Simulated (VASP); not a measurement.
A run of VASP 6.6.1 is set up as follows.

Contents of INCAR:

```
SYSTEM = SnS2
PREC = Accurate ; ENCUT = 600
EDIFF = 1E-6 ; ISMEAR = 0
SIGMA = 0.03 ; LREAL = .FALSE.
LASPH = .TRUE. ; NELM = 80
ALGO = Normal ; ISIF = 3
LWAVE = .FALSE. ; LCHARG = .FALSE.
GGA = PE ; IVDW = 12
IBRION = 2 ; NSW = 90
EDIFFG = -0.01 ; PSTRESS = 30.0
```

File KPOINTS:

```
Automatic mesh
0
G
  9 9 5
  0 0 0
```

POSCAR

```
SnS2
1.0
    3.6390000000      0.0000000000      0.0000000000
   -1.8195000000      3.1514664444      0.0000000000
    0.0000000000      0.0000000000      5.8680000000
Sn S
1 2
Direct
    0.0000000000      0.0000000000      0.0000000000
    0.3333333333      0.6666666667      0.2500000000
    0.6666666667      0.3333333333      0.7500000000
```

Potentials or basis: VASP PAW PBE potentials, release 64 (Sn_d, S).

The run is started by

```sh
$ cat potpaw_PBE.64/Sn_d/POTCAR potpaw_PBE.64/S/POTCAR > POTCAR
$ mpirun -np 1 vasp_std > vasp.out
```

Task: Estimate the dispersion energy per atom.

Result: -0.357 eV.

Task: What does it give for the relaxed volume?

Result: 20.88 Å³/atom.

Task: What does it give for the band gap on the k mesh?

Result: 1.06 eV, indirect (least direct gap 1.58 eV).

Task: What does it give for the relaxed cell?

Result: a = 3.631 Å, b = 3.631 Å, c = 5.485 Å, α = 90.00°, β = 90.00°, γ = 120.00°.

The path:
```tsv
step	energy change (eV)	largest force (eV/Å)	pressure (GPa)	volume (Å³)
1	0.0000	0.2533	1.72	67.30
2	0.0197	0.3882	3.46	65.56
3	0.0304	0.4380	4.15	64.95
4	0.0288	0.3663	4.09	64.62
5	0.0309	0.1529	3.79	63.65
6	0.0692	0.2750	3.60	61.73
7	0.0419	0.0260	3.71	62.81
8	0.0277	0.0611	2.93	63.19
9	0.0161	0.1035	1.97	63.68
10	0.0238	0.0591	2.79	63.10
11	0.0229	0.0460	2.72	63.15
12	0.0266	0.0473	2.99	62.93
13	0.0281	0.0482	3.09	62.85
14	0.0277	0.0144	2.94	62.86
15	0.0276	0.0071	2.92	62.86
16	0.0289	0.0049	2.99	62.79
17	0.0314	0.0016	3.10	62.66
18	0.0313	0.0038	3.02	62.66
19	0.0313	0.0105	2.96	62.66
20	0.0313	0.0115	2.95	62.66
21	0.0313	0.0143	2.93	62.66
22	0.0313	0.0128	2.95	62.66
23	0.0313	0.0117	2.95	62.66
24	0.0318	0.0032	3.03	62.63
```

Caveat: the cell is relaxed towards a set pressure, so the enthalpy falls and the energy may rise; spin-orbit coupling is left out, which moves the levels of the heavy elements; an odd mesh through Γ misses points on the zone boundary, where band edges often lie.
